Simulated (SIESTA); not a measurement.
Crystal: As.

```xyz
2
Lattice="1.8808 1.0859 3.5141 -1.8808 1.0859 3.5141 0.0000 -2.1718 3.5141" Properties=species:S:1:pos:R:3 pbc="T T T"
As    0.0000    0.0000    2.3825
As    0.0000    0.0000    8.1597
```

- Program: SIESTA 5.4.2
- Task: single point
- Functional: PBE
- Potentials or basis: PseudoDojo 0.4 standard (PBE files)
- Basis: DZP (energy shift 0.003 Ry; two zetas on semicore shells)
- Grid cutoff: 500 Ry
- Energy shift: 0.003 Ry
- k mesh: 9 × 9 × 9
- Occupations: fermi-dirac, width 0.05 eV
- Spin: no spin polarisation

On this cell: pressure 6.0 GPa; largest force 0.877 eV/Å; band gap on the k mesh none (metal or under the smearing width).

The same run follows on a disturbed copy (atoms moved at random, drawn with an rms of 0.05 Å):

```xyz
2
Lattice="1.8808 1.0859 3.5141 -1.8808 1.0859 3.5141 0.0000 -2.1718 3.5141" Properties=species:S:1:pos:R:3 pbc="T T T"
As   -0.0243   -0.0316    2.3523
As    0.0000    0.0160    8.1497
```

Question: What changes?

Answer: The energy (extrapolated to zero smearing) moves by +14.4 meV/atom; pressure 6.5 GPa; largest force 1.140 eV/Å; band gap on the k mesh none (metal or under the smearing width).

Forces in eV/Å, atoms in the order of the input:
```
As   0.145  0.306  1.088
As  -0.144 -0.308 -1.089
```

Stress tensor (GPa, compression positive):
```
 6.87 -0.36  0.71
-0.36  8.32  1.37
 0.71  1.37  4.44
```

Caveats: the basis of atomic orbitals isn't converged, which shifts pressures, moduli and gaps.
